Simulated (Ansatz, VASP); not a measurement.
**Two plane-wave programs on GaN**

The input INCAR:

```
SYSTEM = GaN
ALGO = Normal ; EDIFF = 1E-6
ENCUT = 520 ; GGA = PE
ISIF = 2 ; ISMEAR = 0
LASPH = .TRUE. ; LCHARG = .TRUE.
LELF = .TRUE. ; LREAL = .FALSE.
LVHAR = .TRUE. ; LWAVE = .FALSE.
NBANDS = 16 ; NELM = 100
PREC = Accurate ; SIGMA = 0.02
```

File KPOINTS:

```
k-points
0
G
  10 10 10
  0 0 0
```

File POSCAR:

```
GaN
1.0
    0.0000000000      2.3476511765      2.3476511765
    2.3476511765      0.0000000000      2.3476511765
    2.3476511765      2.3476511765      0.0000000000
Ga N
1 1
Direct
    0.0000000000      0.0000000000      0.0000000000
    0.7500000000      0.7500000000      0.7500000000
```

Input for Ansatz:

```yaml
crystal:
  lattice:
    - [0.0, 2.3476511765, 2.3476511765]
    - [2.3476511765, 0.0, 2.3476511765]
    - [2.3476511765, 2.3476511765, 0.0]
  atoms:
    - { symbol: Ga, position: [0.0, 0.0, 0.0] }
    - { symbol: "N", position: [0.75, 0.75, 0.75] }
basis:
  ecutwfc: 420
kpoints:
  mp_grid: { grid: [10, 10, 10] }
hamiltonian:
  xc: pbe
scf:
  occupations: { method: gaussian, width: 0.02 }
output:
  forces: true
  stress: true
  eigenvalues: true
```

Alike in both runs: task single point; functional PBE; k mesh 10 × 10 × 10; occupations gaussian, width 0.02 eV; no spin polarisation.

|  | VASP | Ansatz |
| --- | --- | --- |
| version | VASP 6.6.1 | Ansatz 0.2.0 |
| potentials or method | VASP PAW PBE potentials, release 64 (Ga_d, N) | scalar-relativistic, plane waves, PAW |
| plane-wave cutoff (eV) | 520 | 420 |
| valence electrons in the cell | 18 | 18 |

Ansatz gave:

| Item | Value |
| --- | --- |
| gap on the k mesh at the Fermi level (eV) | 0.94 |
| least direct gap on the mesh (eV) | 0.94 |
| pressure (GPa) | -13.2 |

Question: What did VASP give for the same quantities?

Answer: gap on the k mesh at the Fermi level (eV): 0.94; least direct gap on the mesh (eV): 0.94; pressure (GPa): -13.1.

With one functional, cell and mesh, what is left measures potentials, basis and numerics.
